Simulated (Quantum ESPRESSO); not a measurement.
PbS (Galena):

```xyz
2
Lattice="0.0000 2.9657 2.9657 2.9657 0.0000 2.9657 2.9657 2.9657 0.0000" Properties=species:S:1:pos:R:3 pbc="T T T"
Pb    0.0000    0.0000    0.0000
S     2.9657    2.9657    2.9657
```

| Quantity | Value |
| --- | --- |
| Program | Quantum ESPRESSO 7.5 |
| Task | phonons |
| Functional | PBE |
| Potentials or basis | SPMS 1.0 PBE |
| Cutoff | 680 eV |
| Density cutoff | 2721 eV |
| k mesh | 6 × 6 × 6, shifted |
| Occupations | fermi-dirac, width 0.05 eV |
| Spin | no spin polarisation |
| Mixing beta | 0.5 |
| Most SCF iterations | 120 |
| SCF threshold | 4e-10 Ry |

The first run showed a gap, so the response started from a second, tighter run with fixed occupations.

The run gives a transverse optical frequency of 79 cm⁻¹, an electronic dielectric constant of 15.59 and Born charges of ±4.44 e.

**Question.** What are the longitudinal frequency and the static dielectric constant?

**Answer.** The longitudinal mode lies at 222 cm⁻¹, 143 cm⁻¹ over the transverse one, and the static constant is 122.94. The two agree with the Lyddane-Sachs-Teller relation: (222/79)² = 7.90 and 122.94/15.59 = 7.89.
